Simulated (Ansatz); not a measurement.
**Ta: equation of state with PBEsol**

The system is Ta.

```xyz
2
Lattice="2.9004 0.0000 0.0000 -1.4502 2.5118 0.0000 0.0000 0.0000 5.1663" Properties=species:S:1:pos:R:3 pbc="T T T"
Ta    0.0000    1.6745    1.2916
Ta    1.4502    0.8373    3.8747
```

This isn't the form of Ta at room conditions, which is bcc.

```
Program             : Ansatz 0.2.0
Task                : equation of state
Functional          : PBEsol
Potentials or basis : Ansatz PAW
Cutoff              : 420 eV
Density cutoff      : 1680 eV
k mesh              : 11 × 11 × 5
Occupations         : fermi-dirac, width 0.05 eV
Spin                : no spin polarisation
```

| Item | Value |
| --- | --- |
| Equilibrium volume | 18.10 Å³/atom |
| Bulk modulus at fixed shape and positions | 204 GPa |
| Pressure derivative of the bulk modulus | 3.9 |

Energy against volume, from the lowest point:
```tsv
volume (Å³/atom)	energy (meV/atom)
17.689	6.15
18.066	0.00
18.442	3.91
18.819	16.87
19.195	38.04
19.571	66.60
19.948	101.83
```

All runs of the series together: 44 s on 2 threads of Intel(R) Xeon(R) Processor @ 2.50GHz (Skylake/Cascade Lake), on a shared host.

Caveat: the cell was scaled at fixed shape and fractional positions, which overstates the stiffness of a crystal with free parameters, most of all of layers and chains. Spin-orbit coupling is left out, which matters for the levels of Ta.
